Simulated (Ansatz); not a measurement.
# Electric field gradients in KI

```xyz
4
Lattice="6.0861 0.0000 0.0000 -3.0431 5.2708 0.0000 0.0000 0.0000 7.1188" Properties=species:S:1:pos:R:3 pbc="T T T"
K     0.0000    3.5138   -0.4414
K     3.0431    1.7569    3.1180
I     0.0000    3.5138    3.1181
I     3.0431    1.7569    6.6775
```

Atoms are numbered in the order listed.

The structure comes from a relaxation in the same program, started in the wurtzite type, and has space group P6_3/mmc. Whether it is a known phase or the ground state wasn't checked. The relaxation left the symmetry of that type.

Methods: DFT, PBE, all-electron PAW with datasets made for the crystal, scalar-relativistic (Ansatz 0.2.0); DFT, PBE, PAW with Ansatz's default frozen-core files, scalar-relativistic (Ansatz 0.2.0).

For the crystal-made all-electron datasets (AE datasets): a Γ-centred 8×8×5 k mesh, Fermi–Dirac smearing of 0.05 eV, cutoff 200 eV (chosen by the program for this cell), no spin polarisation. PAW takes a cutoff of 420 eV at this cell. The Ansatz runs share mesh, smearing and spin set-up.

Spin–orbit coupling is left out, which moves gradients at and beside heavy atoms by some per cent and at worst by a factor of two.

Vzz is the principal value of largest size of the traceless field-gradient tensor, in 10²¹ V/m², and η = (Vxx − Vyy)/Vzz with |Vzz| ≥ |Vyy| ≥ |Vxx|.

| site | site symmetry | Vzz (η), AE datasets | Vzz (η), PAW |
| --- | --- | --- | --- |
| K1 | -6m2 | -0.35 (η = 0.00) | -0.35 (η = 0.00) |
| I3 | -6m2 | 0.83 (η = 0.00) | 0.83 (η = 0.00) |

**Question.** Taking Q(I-127) = -0.696 b, what quadrupole coupling constant follows at I3 from AE datasets?

**Answer.** Cq = eQVzz/h = 24.180 MHz × -0.696 × (0.83) = -14 MHz.
